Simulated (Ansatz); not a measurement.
HfO₂: from supercell energies to defect levels (H interstitial)

Method: DFT PBE, scalar-relativistic, plane waves, PAW (Ansatz 0.2.0). Run with 420 eV cutoff, 2×2×2 k-mesh, shifted by half a step, Gaussian smearing of 0.01 eV, collinear spin in charge 0 alone.

Host crystal, relaxed:

```yaml
crystal:
  lattice:
    - [5.29380, 0.00000, 0.00000]
    - [0.00000, 5.06923, 0.00000]
    - [0.00000, 0.00000, 5.10096]
  atoms:
    - { symbol: Hf, position: [0.03262, 0.26629, 0.23999] }
    - { symbol: Hf, position: [0.46738, 0.26629, 0.73999] }
    - { symbol: Hf, position: [0.53262, 0.73371, 0.23999] }
    - { symbol: Hf, position: [0.96738, 0.73371, 0.73999] }
    - { symbol: O, position: [0.36539, 0.06760, 0.38315] }
    - { symbol: O, position: [0.13461, 0.06760, 0.88315] }
    - { symbol: O, position: [0.72918, 0.46281, 0.48986] }
    - { symbol: O, position: [0.77082, 0.46281, 0.98986] }
    - { symbol: O, position: [0.27082, 0.53719, 0.98986] }
    - { symbol: O, position: [0.22918, 0.53719, 0.48986] }
    - { symbol: O, position: [0.86539, 0.93240, 0.38315] }
    - { symbol: O, position: [0.63461, 0.93240, 0.88315] }
```

The H interstitial was set at (0.000, 0.375, 0.708) of the host cell, in a supercell of 24 sites (274 Å³), relaxed at fixed cell in each charge q, from a start with the atoms near it displaced at random. In charges +1, 0, -1 some atom moved by up to 1.0 Å, so the relaxed defect can differ in kind from the start: near the site, 1 Hf at 1.83 Å, 1 O at 1.84 Å, 1 O at 1.87 Å, 2 O at 1.93 Å, 1 O at 2.19 Å became 1 O at 0.98 Å, 1 O at 1.96 Å, 1 O at 2.28 Å, 1 Hf at 2.39 Å, 1 O at 2.45 Å, 1 Hf at 2.46 Å, 1 O at 2.52 Å, 1 O at 2.58 Å (charge +1); 1 O at 1.48 Å (charge 0); 1 Hf at 1.93 Å, 1 Hf at 1.99 Å, 1 O at 2.07 Å, 1 O at 2.12 Å, 1 O at 2.28 Å, 1 O at 2.29 Å, 1 O at 2.39 Å, 1 O at 2.48 Å (charge -1). The host's Kohn–Sham gap is 4.36 eV and its static dielectric constant 24.2 (mean). For each charge: the supercell's free energy over the neutral one with q electrons exchanged at the valence band top, F(q) − F(0) + qE_v; the image-charge term; and the term that aligns the potential far from the defect with the host's.

Spin-orbit coupling is left out, which matters for the bands and energies of heavy elements.

```
 q F(q) − F(0) + qE_v (eV) image charge (eV) alignment (eV)
+1                   -4.316              0.133          -0.035
 0                    0.000              0.000           0.000
-1                    1.553              0.133          -0.175
```

Problem. Add the terms and find the levels between neighbouring charges, ε(q/q′) = [A(q′) − A(q)]/(q − q′), with and without the two corrections.

Solution. A(q): -4.218 eV for +1, 0.000 eV for 0, 1.512 eV for -1.
```csv
level,corrected (eV over E_v),uncorrected (eV)
(+1/0),4.22,4.32
(0/-1),1.51,1.55
```

As a check, a point charge in a simple cubic cell of this volume has q²αe²/(2εL) = 0.130 q² eV (e² = 14.40 eV Å, α = 2.837, L = 6.49 Å); the shape of the real cell and the anisotropy of ε can change it somewhat. The term grows as q², so it pushes donor levels down and acceptor levels up. The program doubts the alignment for q = +1, -1, so levels beside it are uncertain by about that term.

Problem. Which of these charges is lowest with the Fermi level at the valence band top, at mid-gap and at the conduction band bottom?

Solution. The line A(q) + qE_F that lies lowest gives the charge: +1 at E_F = 0.00 eV, +1 at E_F = 2.18 eV, -1 at E_F = 4.36 eV. The level (+1/0) lies above (0/-1), so charge 0 is never the lowest: a negative-U pattern, with a direct (+1/-1) level at 2.86 eV. Charges beyond those computed could lie lower near the band edges.

Problem. The neutral defect forms at 2.71 eV with atoms taken from and returned to the elements. What are the formation energies at those three Fermi levels, and what share of sites would hold the defect at 1200 K with E_F at mid-gap, if the host still stood at that temperature?

Solution. E_f = E_f(0) + A(q) + qE_F = -1.51, 0.67, -0.14 eV. In the dilute limit the share is exp(−E_f/k_BT) = exp(−0.673/0.1034) = 1.5×10⁻³, leaving out degeneracy and vibrational entropy. A negative value marks a Fermi level that can't be reached at these chemical potentials: the defect would form first and pull it back. This is the H-rich limit; a poorer supply of H, or a competing compound of it, raises E_f. The small cell and the narrow Kohn–Sham gap leave errors of tenths of an eV or more, which change the share by orders of magnitude.

This form isn't the usual stable structure of the compound.